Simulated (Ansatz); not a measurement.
**WC: computed DOS**

```
W C
1.0
     2.90050    0.00000    0.00000
    -1.45025    2.51191    0.00000
     0.00000    0.00000    2.82900
W C
1 1
Cartesian
  0.0000 0.0000 0.0000
  1.4503 0.8373 1.4145
```

The cell comes from COD entry 2102244, which wasn't checked; take it as a given geometry.

Spin–orbit coupling is left out, though it moves levels of the heavy atoms by tenths of an eV or more.

Computed with DFT, PBE, all-electron LAPW, scalar-relativistic in Ansatz 0.2.0.

Settings: a Γ-centred 13×13×12 k mesh, Fermi–Dirac smearing of 0.05 eV, basis error target 1 meV/atom, no spin polarisation.

States per eV and cell, averaged over 0.6 eV, from -12.4 to 4.2 eV, with energies (bin centres) from the Fermi level; empty bins are left out. The partial columns, the largest 4 alone, are projections on Löwdin-orthogonalised atomic shells (those that the program's projection atoms carry: the occupied ones and, for some elements, an empty d or f shell; other empty shells have no column), summed over atoms of an element. Weights on diffuse s and p shells depend on that basis and aren't pure angular character.

```
E (eV)  total  W 5d  C 2p  C 2s  W 6s
 -12.2   0.32  0.04  0.02  0.16  0.09
 -11.6   0.61  0.12  0.03  0.34  0.10
 -11.0   1.84  0.62  0.04  1.06  0.07
 -10.4   0.12  0.03  0.00  0.08  0.00
  -8.6   0.01  0.00  0.00  0.00  0.00
  -8.0   0.04  0.01  0.02  0.00  0.01
  -7.4   0.13  0.04  0.06  0.01  0.02
  -6.8   1.30  0.54  0.60  0.04  0.08
  -6.2   1.19  0.53  0.54  0.03  0.06
  -5.6   0.63  0.30  0.28  0.02  0.02
  -5.0   0.71  0.34  0.33  0.02  0.02
  -4.4   1.22  0.59  0.55  0.02  0.03
  -3.8   1.34  0.68  0.58  0.03  0.03
  -3.2   1.72  0.83  0.81  0.02  0.03
  -2.6   1.56  0.74  0.75  0.02  0.02
  -2.0   0.52  0.27  0.22  0.00  0.01
  -1.4   1.61  1.14  0.36  0.02  0.05
  -0.8   1.07  0.74  0.25  0.01  0.02
  -0.2   0.34  0.22  0.09  0.00  0.01
   0.4   0.18  0.17  0.01  0.00  0.00
   1.0   0.27  0.25  0.01  0.00  0.00
   1.6   0.60  0.53  0.04  0.01  0.01
   2.2   0.78  0.67  0.08  0.01  0.01
   2.8   0.71  0.54  0.12  0.02  0.01
   3.4   0.94  0.62  0.22  0.05  0.02
   4.0   1.75  1.15  0.40  0.10  0.03
```

(1) Which of the resolved shells contributes most within 0.3 eV of the Fermi level?

(2) Where is the centre of the filled W 5d states between -14 eV and the top of the filled states?

Results:

(1) W 5d, with 73 % of all states there; C 2p follows with 21 %.

(2) -4.17 eV from the Fermi level.
